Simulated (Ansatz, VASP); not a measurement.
Given: the input of a run of Ansatz 0.2.0 on TiSi2. The cell is a database's computed one, not the measured one.

The input input.yaml:

```yaml
crystal:
  lattice:
    - [0.0, 4.1175163063, 4.2628978354]
    - [2.3895119538, 0.0, 4.2628978354]
    - [2.3895119538, 4.1175163063, 0.0]
  atoms:
    - { symbol: Ti, position: [0.75, 0.75, 0.75] }
    - { symbol: Ti, position: [0.5, 0.5, 0.5] }
    - { symbol: Si, position: [0.41256561, 0.08743439, 0.41256561] }
    - { symbol: Si, position: [0.08743439, 0.41256561, 0.08743439] }
    - { symbol: Si, position: [0.16256561, 0.83743439, 0.16256561] }
    - { symbol: Si, position: [0.83743439, 0.16256561, 0.83743439] }
hamiltonian:
  xc: pbesol
  pseudopotentials: { kind: paw }
  hubbard: { sites: [{ species: Ti, l: d, u_eff: 3.0 }] }
kpoints:
  mp_grid: { grid: [5, 5, 5] }
scf:
  occupations: { method: fermi_dirac, width: 0.05 }
output:
  forces: true
  stress: true
  eigenvalues: true
relax:
  f_tol: 0.01
  max_steps: 40
  cell: { stress_tol: 0.05 }
```

Potentials or basis: Ansatz PAW.

Run with:

```console
$ ansatz run input.yaml --threads 2 --pin off --max-ram 5632MiB --backend cpu --events-out ev --progress --plain --runs-dir out
```

Problem. Set up the same calculation for VASP 6.6.1. Potentials or basis there: PBE PAW files Si, Ti_sv, 600 eV.

Solution. As run (cutoffs and basis follow the program's own potentials, and thresholds, step limits or extra output files can differ):

Contents of INCAR:

```
SYSTEM = TiSi2
PREC = Accurate ; ENCUT = 600
EDIFF = 1E-7 ; ISMEAR = -1
SIGMA = 0.05 ; LREAL = .FALSE.
LASPH = .TRUE. ; NELM = 80
ALGO = Normal ; ISIF = 3
LWAVE = .FALSE. ; LCHARG = .FALSE.
LMAXMIX = 4 ; LDAU = .TRUE.
LDAUTYPE = 2 ; LDAUL = 2 -1
LDAUU = 3 0 ; LDAUJ = 0 0
LDAUPRINT = 1 ; GGA = PS
IBRION = 2 ; NSW = 60
EDIFFG = -0.01
```

Contents of KPOINTS:

```
regular mesh
0
G
  5 5 5
  0 0 0
```

POSCAR

```
TiSi2
1.0
    0.0000000000      4.1175163063      4.2628978354
    2.3895119538      0.0000000000      4.2628978354
    2.3895119538      4.1175163063      0.0000000000
Ti Si
2 4
Direct
    0.7500000000      0.7500000000      0.7500000000
    0.5000000000      0.5000000000      0.5000000000
    0.4125656100      0.0874343900      0.4125656100
    0.0874343900      0.4125656100      0.0874343900
    0.1625656100      0.8374343900      0.1625656100
    0.8374343900      0.1625656100      0.8374343900
```

Potentials or basis: VASP PAW PBE potentials, release 64 (Ti_sv, Si).

The run is started by

```console
$ cat potpaw_PBE.64/Ti_sv/POTCAR potpaw_PBE.64/Si/POTCAR > POTCAR
$ mpirun -np 1 vasp_std > vasp.out
```

Both were run:

|  | Ansatz | VASP |
| --- | --- | --- |
| Relaxed volume | 14.02 Å³/atom | 14.15 Å³/atom |
| Relaxed cell | a = 5.941 Å, b = 4.903 Å, c = 4.758 Å, α = 75.88°, β = 53.16°, γ = 50.96° | a = 5.961 Å, b = 4.922 Å, c = 4.768 Å, α = 75.90°, β = 53.22°, γ = 50.88° |
| Space group after relaxing | Fddd (No. 70) | Fddd (No. 70) |
| Pressure after relaxing | 0.0 GPa | 0.0 GPa |

Ansatz's pressure holds a Pulay term of +0.03 GPa for its cutoff of 420 eV, which the other run lacks.

Ansatz's potentials were made for PBE. VASP's potentials were made for PBE.

Where Ansatz's input types no cutoff or centring, it takes its own default and a Γ-centred mesh.

How U acts hangs on each program's projectors.

Pressure is positive in compression.
